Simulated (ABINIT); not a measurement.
The system is CdS.

```xyz
2
Lattice="0.0000 2.7532 2.7532 2.7532 0.0000 2.7532 2.7532 2.7532 0.0000" Properties=species:S:1:pos:R:3 pbc="T T T"
Cd    0.0000    0.0000    0.0000
S     2.7532    2.7532    2.7532
```

Measurements of this composition are mostly on another form, of space group No. 186.

Base run:

| Item | Value |
| --- | --- |
| Program | ABINIT 10.8.3 (patched build) |
| Functional | BLYP |
| Potentials or basis | JTH PAW PBE v2.0 |
| Cutoff | 707 eV |
| k mesh | 8 × 8 × 8 |
| Occupations | fermi-dirac, width 0.05 eV |
| Spin | no spin polarisation |

Its results: band gap on the k mesh 0.13 eV, indirect (least direct gap 1.50 eV); pressure 4.0 GPa.

Problem. The run is repeated on the same cell with these changes: functional from BLYP to AM05. What comes out?

Solution. Band gap on the k mesh 0.15 eV, indirect (least direct gap 1.49 eV); pressure -4.2 GPa.

AM05 binds more tightly than BLYP, so the same cell stands under less pressure.

Caveats: the PAW data sets were made with another functional, which shifts forces and pressure a little.

A k mesh can miss the band edges.
